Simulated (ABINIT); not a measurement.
Ag:

```
CELL_PARAMETERS angstrom
0.00000 2.04275 2.04275
2.04275 0.00000 2.04275
2.04275 2.04275 0.00000
ATOMIC_POSITIONS crystal
Ag 0.00000 0.00000 0.00000
```

```yaml
Program: ABINIT 10.8.3 (patched build)
Task: relaxation of cell and atoms
Functional: PBE
Potentials_or_basis: JTH PAW PBE v2.0
Cutoff: 463 eV
k_mesh: 11 × 11 × 11
Occupations: fermi-dirac, width 0.05 eV
Spin: no spin polarisation
```

At the start: pressure 4.6 GPa; volume 17.05 Å³/atom.

**Question.** How do energy, volume and symmetry change on relaxing?

**Answer.** Over 4 steps the energy falls by 10.7 meV/atom and the volume is 17.83 Å³/atom (+4.6 %); space group Fm-3m (No. 225, to 0.05 Å).

Step by step:
| step | energy change (eV) | largest force (eV/Å) | pressure (GPa) | volume (Å³) |
| --- | --- | --- | --- | --- |
| 1 | 0.0000 | 0.0000 | 4.61 | 17.05 |
| 2 | -0.0057 | 0.0000 | 3.04 | 17.29 |
| 3 | -0.0107 | 0.0000 | 0.27 | 17.78 |
| 4 | -0.0107 | 0.0000 | 0.02 | 17.83 |

Final structure:
```yaml
crystal:
  lattice:
    - [0.00000, 2.07367, 2.07367]
    - [2.07367, 0.00000, 2.07367]
    - [2.07367, 2.07367, 0.00000]
  atoms:
    - { symbol: Ag, position: [0.00000, 0.00000, 0.00000] }
```
